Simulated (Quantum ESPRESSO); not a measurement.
# Au: equation of state with LDA

The system is Au.

```
Au
1.0
     2.90000    0.00000    0.00000
    -1.45000    2.51147    0.00000
     0.00000    0.00000    4.88000
Au
2
Direct
  0.66667 0.33333 0.25000
  0.33333 0.66667 0.75000
```

This isn't the form of Au at room conditions, which is fcc.

* Program: Quantum ESPRESSO 7.5
* Task: equation of state
* Functional: LDA
* Potentials or basis: GBRV 1.5 LDA
* Cutoff: 612 eV
* Density cutoff: 4898 eV
* k mesh: 11 × 11 × 6
* Occupations: fermi-dirac, width 0.05 eV
* Spin: no spin polarisation

```yaml
Equilibrium_volume: "16.57 Å³/atom (rough: see the caveat)"
Bulk_modulus_at_fixed_shape_and_positions: 192 GPa (rough)
```

Energy against volume, from the lowest point:
| volume (Å³/atom) | energy (meV/atom) |
| --- | --- |
| 16.705 | 0.00 |
| 17.060 | 7.60 |
| 17.416 | 22.73 |
| 17.771 | 44.31 |
| 18.127 | 71.56 |
| 18.482 | 103.68 |
| 18.837 | 139.92 |

All runs of the series together: 54 s on 2 threads of AMD EPYC 9R45 96-Core Processor (Zen 5), on a shared host.

Caveat: the minimum lies outside the volumes run; the cell was scaled at fixed shape and fractional positions, which overstates the stiffness of a crystal with free parameters, most of all of layers and chains. Spin-orbit coupling is left out, which matters for the levels of Au.
